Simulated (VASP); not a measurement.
## Ni: relaxation of cell and atoms with PBE+D3(BJ)

The system is Ni.

```
Ni
1.0
     0.00000    1.73757    1.73757
     1.73757    0.00000    1.73757
     1.73757    1.73757    0.00000
Ni
1
Direct
  0.00000 0.00000 0.00000
```

```yaml
Program: VASP 6.6.1
Task: relaxation of cell and atoms
Functional: PBE
Dispersion: D3(BJ)
Potentials_or_basis: VASP PAW PBE potentials, release 64 (Ni)
Cutoff: 600 eV
k_mesh: 13 × 13 × 13
Occupations: fermi-dirac, width 0.05 eV
Spin: collinear spin, ferromagnetic start
Starting_moments: "[1.0] μB"
Further_INCAR_settings: ALGO = Normal; EDIFF = 1e-06; IBRION = 2; EDIFFG = -0.005; NSW = 40; ISIF = 3
```

- Relaxed volume: 10.51 Å³/atom
- Relaxed cell: a = 2.458 Å, b = 2.458 Å, c = 2.458 Å, α = 60.00°, β = 60.00°, γ = 60.00°
- Space group after relaxing (to 0.05 Å): Fm-3m (No. 225)
- Energy gained by relaxing: 0.0 meV/atom
- Ionic steps: 3
- Pressure after relaxing: 0.0 GPa
- Band gap on the k mesh: none (metal or under the smearing width)
- Net moment: 0.62 μB per cell
- Site moments: Ni +0.63 μB
- Valence electrons inside the program's atomic spheres: Ni 9.37
- Dispersion energy per atom: -0.480 eV

Final structure:
```yaml
crystal:
  lattice:
    - [0.00000, 1.73830, 1.73830]
    - [1.73830, 0.00000, 1.73830]
    - [1.73830, 1.73830, 0.00000]
  atoms:
    - { symbol: Ni, position: [0.00000, 0.00000, 0.00000] }
```

Levels at points of the mesh, in eV from the Fermi level:
Spin up:
| k point | band 2 | band 3 | band 4 | band 5 | band 6 | band 7 | band 8 | band 9 |
| --- | --- | --- | --- | --- | --- | --- | --- | --- |
| (0.00, 0.00, 0.00) | -2.52 | -2.52 | -2.52 | -1.29 | -1.29 | 24.01 | 28.15 | 28.15 |
Spin down:
| k point | band 2 | band 3 | band 4 | band 5 | band 6 | band 7 | band 8 | band 9 |
| --- | --- | --- | --- | --- | --- | --- | --- | --- |
| (0.00, 0.00, 0.00) | -1.78 | -1.78 | -1.78 | -0.71 | -0.71 | 23.87 | 28.14 | 28.14 |

Wall time 24 s on 1 thread of Intel(R) Xeon(R) Platinum 8488C (Sapphire Rapids) (shared host), peak memory 0.15 GiB.

Caveat: pairwise dispersion overbinds metals, which lowers pressure and volume.
